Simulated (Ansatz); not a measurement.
**KCl (NiAs type): independent-particle optics**

How does KCl (NiAs type) absorb light if electrons and holes don't interact? Plan: HSE06 for the gap; optics with PBE on 6×6×4; optics with r2SCAN on 6×6×4; optics with PBE and scissors to the HSE06 gap on 6×6×4.

Computed with Ansatz 0.2.0 (plane waves, PAW; no local fields, no excitons, unless a step's input says otherwise).

## 1. The system as given

The structure is hexagonal, space group P6_3/mmc (No. 194). The conventional cell has a = 4.340 Å, b = 4.340 Å, c = 7.636 Å, α = 90.00°, β = 90.00°, γ = 120.00°. Around K (site symmetry -3m) lie 6 Cl at 3.15 Å. Cl (site symmetry -6m2) has 6 K at 3.15 Å as nearest neighbours.

Structure file:

```
K Cl
1.0
     4.34008    0.00000    0.00000
    -2.17004    3.75862    0.00000
     0.00000    0.00000    7.63597
K Cl
2 2
Direct
  0.00000 0.00000 0.00000
  0.00000 0.00000 0.50000
  0.33333 0.66667 0.25000
  0.66667 0.33333 0.75000
```

Cell and atoms come from an earlier r2SCAN relaxation.

## 2. A hybrid for the gap

input.yaml reads:

```yaml
crystal:
  lattice:
    - [4.3400788661, 0.0, 0.0]
    - [-2.1700394331, 3.7586185525, 0.0]
    - [0.0, 0.0, 7.6359739997]
  atoms:
    - { symbol: K, position: [0.0, 0.0, 0.0] }
    - { symbol: K, position: [0.0, 0.0, 0.5] }
    - { symbol: Cl, position: [0.3333333333, 0.6666666667, 0.25] }
    - { symbol: Cl, position: [0.6666666667, 0.3333333333, 0.75] }
kpoints:
  mp_grid: { grid: [6, 6, 2] }
  band_path:
    path:
      - [0.0, 0.0, 0.0]
      - [0.5, 0.0, 0.0]
      - [0.3333333333, 0.3333333333, 0.0]
      - [0.0, 0.0, 0.5]
      - [0.5, 0.0, 0.5]
      - [0.3333333333, 0.3333333333, 0.5]
    npoints: 1
hamiltonian:
  xc: hse06
scf:
  occupations: { method: fixed }
  n_extra_bands: 5
output:
  forces: true
  stress: true
  eigenvalues: true
```

Run with:

```sh
$ ansatz run input.yaml --threads 4 --pin off --max-ram 3686MiB --backend cpu --events-out ev --progress --plain --runs-dir out
```

After this run come: Optics, PBE; Optics, r2SCAN; Optics, PBE with a scissors shift.

**Question.** What will the summary of the whole plan be? Wanted: ε∞, PBE; ε∞, r2SCAN; tallest peak of ε₂, PBE; tallest peak of ε₂, r2SCAN; HSE06 direct gap.

The runs gave:

| quantity | value |
| --- | --- |
| ε∞, PBE | 2.56 (xx, yy), 2.60 (zz) |
| ε∞, r2SCAN | 2.42 (xx, yy), 2.45 (zz) |
| ε∞, PBE + 1.31 eV scissors | 2.39 (xx, yy), 2.42 (zz) |
| tallest peak of ε₂, PBE | 5.0 at 8.15 eV |
| tallest peak of ε₂, r2SCAN | 4.7 at 8.75 eV |
| tallest peak of ε₂, PBE + 1.31 eV scissors | 5.0 at 9.50 eV |
| HSE06 direct gap | 6.44 eV |

What this shows: PBE + 1.31 eV scissors has the widest direct gap (6.44 eV) and PBE the narrowest (5.13 eV); ε∞ is 2.40 and 2.57 (mean of the axes): a wider gap screens less. The response is anisotropic: with PBE ε∞ is 2.56 (xx, yy), 2.60 (zz). Local fields and excitons are left out: both change ε∞, and without excitons the onset lacks its lines.
